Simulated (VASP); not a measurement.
# Na (Pm-3m) in VASP: further runs

One crystal, Na, is run at these levels: r2SCAN0, r2SCAN; tasks: single point.

All numbers are computed with VASP 6.6.1; they aren't measurements. Logs are shortened: lines on timing, memory, paths and dates and some standing lists are left out, and cuts for length are marked.

## (1) The crystal as given

The structure is cubic, space group Pm-3m (No. 221). Conventional cell: a = 3.418 Å, b = 3.418 Å, c = 3.418 Å, α = 90.00°, β = 90.00°, γ = 90.00°. Na (site symmetry m-3m) is surrounded by 6 Na at 3.42 Å.

This isn't the form of Na at room conditions, which is bcc.

## (2) Single point, r2SCAN0

File POSCAR:

```
Na
1.0
    3.4181960653      0.0000000000      0.0000000000
    0.0000000000      3.4181960653      0.0000000000
    0.0000000000      0.0000000000      3.4181960653
Na
1
Direct
    0.0000000000      0.0000000000      0.0000000000
```

File INCAR.step1:

```
SYSTEM = Na
ALGO = Normal
EDIFF = 1E-5
ENCUT = 520
GGA = PE
ISIF = 2
ISMEAR = -1
LASPH = .True.
LREAL = .False.
LWAVE = .True.
NBANDS = 10
NELM = 60
PREC = Accurate
SIGMA = 0.1
```

File INCAR.step2:

```
SYSTEM = Na
AEXX = 0.25
ALGO = Normal
EDIFF = 1E-6
ENCUT = 520
HFRCUT = -1
ISIF = 2
ISMEAR = -1
ISTART = 1
LASPH = .True.
LCHARG = .True.
LELF = .True.
LHFCALC = .True.
LMIXTAU = .True.
LREAL = .False.
LVHAR = .True.
LWAVE = .False.
METAGGA = R2SCAN
NBANDS = 10
NELM = 60
PREC = Accurate
PRECFOCK = Normal
SIGMA = 0.1
```

File KPOINTS:

```
k-points
0
Gamma
  5 5 5
  0 0 0
```

Potentials or basis: VASP PAW PBE potentials, release 64 (Na_pv).

Run with:

```console
cat potpaw_PBE.64/Na_pv/POTCAR > POTCAR
cp INCAR.step1 INCAR
mpirun -np 1 vasp_std > vasp.out
cp INCAR.step2 INCAR
mpirun -np 1 vasp_std > vasp.out
```

OUTCAR:

```text
SYSTEM = Na
   AEXX = 0.25
   EDIFF = 1E-6
   ENCUT = 520
   ISIF = 2
   ISMEAR = -1
   ISTART = 1
   LASPH = .True.
   LHFCALC = .True.
   LREAL = .False.
   METAGGA = R2SCAN
   NELM = 60
   PREC = Accurate
   PRECFOCK = Normal

 ion  position               nearest neighbor table
   1  0.000  0.000  0.000-

  LATTYP: Found a simple cubic cell.
 ALAT       =     3.4181960653

  Lattice vectors:

 A1 = (   3.4181960653,   0.0000000000,   0.0000000000)
 A2 = (   0.0000000000,   3.4181960653,   0.0000000000)
 A3 = (   0.0000000000,   0.0000000000,   3.4181960653)

Analysis of symmetry for initial positions (statically):
=====================================================================
 Subroutine PRICEL returns:
 Original cell was already a primitive cell.

 Routine SETGRP: Setting up the symmetry group for a
 simple cubic supercell.

 Subroutine GETGRP returns: Found 48 space group operations
 (whereof 48 operations were pure point group operations)
 out of a pool of 48 trial point group operations.

The static configuration has the point symmetry O_h .

Analysis of symmetry for dynamics (positions and initial velocities):
=====================================================================
 Subroutine PRICEL returns:
 Original cell was already a primitive cell.

 Routine SETGRP: Setting up the symmetry group for a
 simple cubic supercell.

 Subroutine GETGRP returns: Found 48 space group operations
 (whereof 48 operations were pure point group operations)
 out of a pool of 48 trial point group operations.

The dynamic configuration has the point symmetry O_h .

 Subroutine INISYM returns: Found 48 space group operations
 (whereof 48 operations are pure point group operations),
 and found     1 'primitive' translations

----------------------------------------------------------------------------------------

                                     Primitive cell

  volume of cell :      39.9384

  direct lattice vectors                    reciprocal lattice vectors
     3.418196065  0.000000000  0.000000000     0.292551972  0.000000000  0.000000000
     0.000000000  3.418196065  0.000000000     0.000000000  0.292551972  0.000000000
     0.000000000  0.000000000  3.418196065     0.000000000  0.000000000  0.292551972

  length of vectors
     3.418196065  3.418196065  3.418196065     0.292551972  0.292551972  0.292551972

  position of ions in fractional coordinates (direct lattice)
     0.000000000  0.000000000  0.000000000

  ion indices of the primitive-cell ions
   primitive index   ion index
                 1           1

----------------------------------------------------------------------------------------

 KPOINTS: k-points

Automatic generation of k-mesh.
 Grid dimensions read from file:
 generate k-points for:    5    5    5

 Generating k-lattice:

  Cartesian coordinates                     Fractional coordinates (reciprocal lattice)
     0.058510394  0.000000000  0.000000000     0.200000000  0.000000000  0.000000000
     0.000000000  0.058510394  0.000000000     0.000000000  0.200000000  0.000000000
     0.000000000  0.000000000  0.058510394     0.000000000  0.000000000  0.200000000

  Length of vectors
     0.058510394  0.058510394  0.058510394

  Shift w.r.t. Gamma in fractional coordinates (k-lattice)
     0.000000000  0.000000000  0.000000000

 Subroutine IBZKPT returns following result:
 ===========================================

 Found     10 irreducible k-points:

 Following reciprocal coordinates:
            Coordinates               Weight
  0.000000  0.000000  0.000000      1.000000
  0.200000  0.000000  0.000000      6.000000
  0.400000  0.000000  0.000000      6.000000
  0.200000  0.200000  0.000000     12.000000
  0.400000  0.200000  0.000000     24.000000
  0.400000  0.400000  0.000000     12.000000
  0.200000  0.200000  0.200000      8.000000
  0.400000  0.200000  0.200000     24.000000
  0.400000  0.400000  0.200000     24.000000
  0.400000  0.400000  0.400000      8.000000
   k-points           NKPTS =     10   k-points in BZ     NKDIM =    125   number of bands    NBANDS=     10
   number of dos      NEDOS =    301   number of ions     NIONS =      1
   total plane-waves  NPLWV =  21952
   dimension x,y,z NGX =    28 NGY =   28 NGZ =   28
   dimension x,y,z NGXF=    56 NGYF=   56 NGZF=   56
   ions per type =               1
   NGX,Y,Z   is equivalent  to a cutoff of  13.62, 13.62, 13.62 a.u.
   NGXF,Y,Z  is equivalent  to a cutoff of  27.24, 27.24, 27.24 a.u.
 SYSTEM =  Na
   PREC   = accura    normal or accurate (medium, high low for compatibility)
   ISTART =      1    job   : 0-new  1-cont  2-samecut
   ICHARG =      0    charge: 1-file 2-atom 10-const
   ISPIN  =      1    spin polarized calculation?
   LNONCOLLINEAR =      F non collinear calculations
   LSORBIT =      F    spin-orbit coupling
   LASPH  =      T    aspherical Exc in radial PAW
   ENCUT  =  520.0 eV  38.22 Ry    6.18 a.u.   6.36  6.36  6.36*2*pi/ulx,y,z
   NELM   =     60;   NELMIN=  2; NELMDL=  0     # of ELM steps
   EDIFF  = 0.1E-05   stopping-criterion for ELM
   LREAL  =      F    real-space projection
   EDIFFG = 0.1E-04   stopping-criterion for IOM
   NSW    =      0    number of steps for IOM
   IBRION =     -1    ionic relax: 0-MD 1-quasi-New 2-CG
   NFREE  =      0    steps in history (QN), initial steepest desc. (CG)
   ISIF   =      2    stress and relaxation
   ISYM   =      3    0-nonsym 1-usesym 2-fastsym
   POTIM  = 0.5000    time-step for ionic-motion
   TEBEG  =    0.0;   TEEND  =   0.0 temperature during run
   PSTRESS=    0.0 pullay stress
   NELECT =       7.0000    total number of electrons
   NUPDOWN=      -1.0000    fix difference up-down
   EMIN   =  10.00;   EMAX   =-10.00  energy-range for DOS
   EFERMI =   0.00;   METHOD = LEGACY
   ISMEAR =    -1;   SIGMA  =   0.10  broadening in eV -4-tet -1-fermi 0-gaus
   EFERMI_NEDOS =   21; number of points for ismear=-14 and -15
   IALGO  =     38    algorithm
   IMIX   =      1    mixing-type and parameters
     AMIX     =   0.40;   BMIX     =  1.00
     AMIX_MAG =   1.60;   BMIX_MAG =  1.00
  volume/ion in A,a.u.               =      39.94       269.52
  Fermi-wavevector in a.u.,A,eV,Ry     =   0.916172  1.731315 11.420348  0.839372
  Thomas-Fermi vector in A             =   2.040998
   LORBIT       =      0    0 simple, 1 ext, 2 COOP (PROOUT), +10 PAW based schemes
   METAGGA = R2SCAN    functional components
   LHFCALC =     T    Hartree Fock is set to
   PRECFOCK=normal    Normal, Fast or Accurate (Low or Medium for compatibility)
   ENCUT4O =  -1.0   cutoff for four orbital integrals eV
   NKREDX  =     1    reduce k-point grid by
   NKREDY  =     1    reduce k-point grid by
   NKREDZ  =     1    reduce k-point grid by
   AEXX    =    0.2500 exact exchange contribution
   HFSCREEN=    0.0000 screening length (either q_TF or 0.3 A-1)
   HFSCREENC=   0.0000 screening length for correlation (either q_TF or 0.3 A-1)
   ENCUTFOCK=  -1.0 apply spherical cutoff to Coloumb kernel
   IVDW    =     0    specifies the selected vdW correction
   LEPSILON=     F    determine dielectric tensor
   LRPA    =     F    only Hartree local field effects (RPA)
 non-spin polarized calculation
  energy-cutoff  :      520.00
  volume of cell :       39.94
 maximum number of plane-waves:      1084
 NGX is ok and might be reduce to    28
  NGX = 20; NGY = 20; NGZ = 20

 number of electron       7.0000015 magnetization

 Free energy of the ion-electron system (eV)
  ---------------------------------------------------
  ext. energy  EPLUGINS =         0.00000000
  ---------------------------------------------------
  free energy    TOTEN  =        -3.11745582 eV

  energy without entropy =       -3.09660676  energy(sigma->0) =       -3.10703129

 E-fermi :   0.0835     XC(G=0):  -5.2373

 val. band max:       -0.6820189138   @ k =   0.4000   0.2000   0.0000
 cond. band min:       0.2044894094   @ k =   0.4000   0.2000   0.2000
 fundamental gap:      0.8865083232
 Fermi energy:         0.0834549287

 k-point     1 :       0.0000    0.0000    0.0000
  band No.  band energies     occupation
      1     -29.2125      2.00000
      2     -29.2125      2.00000
      3     -29.2125      2.00000
      4      -4.1375      2.00000
      5       9.4791      0.00000
      6       9.4791      0.00000
      7      10.9904      0.00000
      8      10.9904      0.00000
      9      10.9904      0.00000
     10      14.1398      0.00000

 k-point     2 :       0.2000    0.0000    0.0000
  band No.  band energies     occupation
      1     -29.2270      2.00000
      2     -29.2109      2.00000
      3     -29.2109      2.00000
      4      -3.4205      2.00000
      5       5.9953      0.00000
      6       9.9899      0.00000
      7      11.4367      0.00000
      8      11.4367      0.00000
      9      12.7414      0.00000
     10      17.0936      0.00000

 k-point     3 :       0.4000    0.0000    0.0000
  band No.  band energies     occupation
      1     -29.2510      2.00000
      2     -29.2086      2.00000
      3     -29.2086      2.00000
      4      -1.4732      2.00000
      5       2.2411      0.00000
      6      11.3668      0.00000
      7      12.7199      0.00000
      8      12.7199      0.00000
      9      14.2508      0.00000
     10      14.9201      0.00000

 k-point     4 :       0.2000    0.2000    0.0000
  band No.  band energies     occupation
      1     -29.2259      2.00000
      2     -29.2247      2.00000
      3     -29.2096      2.00000
      4      -2.7545      2.00000
      5       6.1378      0.00000
      6       7.0075      0.00000
      7      11.7981      0.00000
      8      11.8818      0.00000
      9      14.6180      0.00000
     10      16.1790      0.00000

 k-point     5 :       0.4000    0.2000    0.0000
  band No.  band energies     occupation
      1     -29.2492      2.00000
      2     -29.2229      2.00000
      3     -29.2072      2.00000
      4      -0.6820      1.99905
      5       2.7924      0.00000
      6       8.1547      0.00000
      7      10.5853      0.00000
      8      13.1843      0.00000
      9      14.0027      0.00000
     10      15.6045      0.00000

 k-point     6 :       0.4000    0.4000    0.0000
  band No.  band energies     occupation
      1     -29.2459      2.00000
      2     -29.2455      2.00000
      3     -29.2051      2.00000
      4       1.5416      0.00000
      5       4.1466      0.00000
      6       4.8697      0.00000
      7       7.2613      0.00000
      8      14.5128      0.00000
      9      15.4926      0.00000
     10      16.0356      0.00000

 k-point     7 :       0.2000    0.2000    0.2000
  band No.  band energies     occupation
      1     -29.2251      2.00000
      2     -29.2232      2.00000
      3     -29.2232      2.00000
      4      -1.9371      2.00000
      5       6.6526      0.00000
      6       6.6526      0.00000
      7       8.3462      0.00000
      8      14.0932      0.00000
      9      14.0932      0.00000
     10      16.6586      0.00000

 k-point     8 :       0.4000    0.2000    0.2000
  band No.  band energies     occupation
      1     -29.2471      2.00000
      2     -29.2220      2.00000
      3     -29.2208      2.00000
      4       0.2045      0.45928
      5       3.3824      0.00000
      6       8.1659      0.00000
      7       9.3452      0.00000
      8      10.6771      0.00000
      9      12.2262      0.00000
     10      16.8886      0.00000

 k-point     9 :       0.4000    0.4000    0.2000
  band No.  band energies     occupation
      1     -29.2441      2.00000
      2     -29.2438      2.00000
      3     -29.2191      2.00000
      4       2.2344      0.00000
      5       4.6604      0.00000
      6       5.4014      0.00000
      7       7.7127      0.00000
      8      10.4315      0.00000
      9      12.2075      0.00000
     10      14.0703      0.00000

 k-point    10 :       0.4000    0.4000    0.4000
  band No.  band energies     occupation
      1     -29.2413      2.00000
      2     -29.2409      2.00000
      3     -29.2409      2.00000
      4       3.8502      0.00000
      5       6.1641      0.00000
      6       6.1641      0.00000
      7       7.5001      0.00000
      8       8.7256      0.00000
      9       8.7256      0.00000
     10      10.8180      0.00000

------------------------ aborting loop because EDIFF is reached ----------------------------------------

  FORCE on cell =-STRESS in cart. coord.  units (eV):
  Direction    XX          YY          ZZ          XY          YZ          ZX
  --------------------------------------------------------------------------------------
  -------------------------------------------------------------------------------------
  Total        0.0310970      0.0310970      0.0310970      0.0000000     -0.0000000      0.0000000
  in kB        1.2474925      1.2474925      1.2474925      0.0000000     -0.0000000      0.0000000
  external PRESSURE =       1.2474925 kB  Pullay stress =       0.0000000 kB

 VOLUME and BASIS-vectors are now :
 -----------------------------------------------------------------------------
  energy-cutoff  :      520.00
  volume of cell :       39.94
      direct lattice vectors                 reciprocal lattice vectors
     3.418196065  0.000000000  0.000000000     0.292551972  0.000000000  0.000000000
     0.000000000  3.418196065  0.000000000     0.000000000  0.292551972  0.000000000
     0.000000000  0.000000000  3.418196065     0.000000000  0.000000000  0.292551972

 POSITION                                       TOTAL-FORCE (eV/Angst)
 -----------------------------------------------------------------------------------
      0.00000      0.00000      0.00000         0.000000      0.000000      0.000000
 -----------------------------------------------------------------------------------
    total drift:                                0.000000     -0.000000      0.000000

  FREE ENERGIE OF THE ION-ELECTRON SYSTEM (eV)
  ---------------------------------------------------
  free  energy   TOTEN  =        -3.1174558164 eV

  energy  without entropy=       -3.0966067616  energy(sigma->0) =       -3.10703129
```

It took 1.8 min on 1 thread of Intel Xeon Platinum 8488C (Sapphire Rapids), shared host; peak memory 0.16 GiB.

Results:

```yaml
Free_energy: -3.1175 eV
Pressure: 0.1 GPa
Band_gap_on_the_k_mesh: none (metal or under the smearing width)
```

Caveat: the k mesh is coarse (spacing up to 0.37 Å⁻¹), so the values aren't converged, least of all with exact exchange; the PAW data sets were made with another functional, which shifts forces and pressure a little.

(Continued in part 2 of 2.)
